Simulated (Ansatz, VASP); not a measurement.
# Two plane-wave programs on KCl

```
K Cl
1.0
     0.00000    3.14187    3.14187
     3.14187    0.00000    3.14187
     3.14187    3.14187    0.00000
K Cl
1 1
Cartesian
  0.0000 0.0000 0.0000
  3.1419 3.1419 3.1419
```

Alike in both runs: task single point; functional PBE; k mesh 6 × 6 × 6; occupations gaussian, width 0.1 eV; no spin polarisation.

|  | VASP | Ansatz |
| --- | --- | --- |
| version | VASP 6.6.1 | Ansatz 0.2.0 |
| potentials or method | VASP PAW PBE potentials, release 64 (K_sv, Cl) | scalar-relativistic, plane waves, PAW |
| plane-wave cutoff (eV) | 520 | 420 |
| valence electrons in the cell | 16 | 16 |

Ansatz gave:

```
gap on the k mesh at the Fermi level (eV) : 5.20
least direct gap on the mesh (eV)         : 5.20
pressure (GPa)                            : 0.8
```

Question: What did VASP give for the same quantities?

Answer: gap on the k mesh at the Fermi level (eV): 5.20; least direct gap on the mesh (eV): 5.20; pressure (GPa): 0.9.
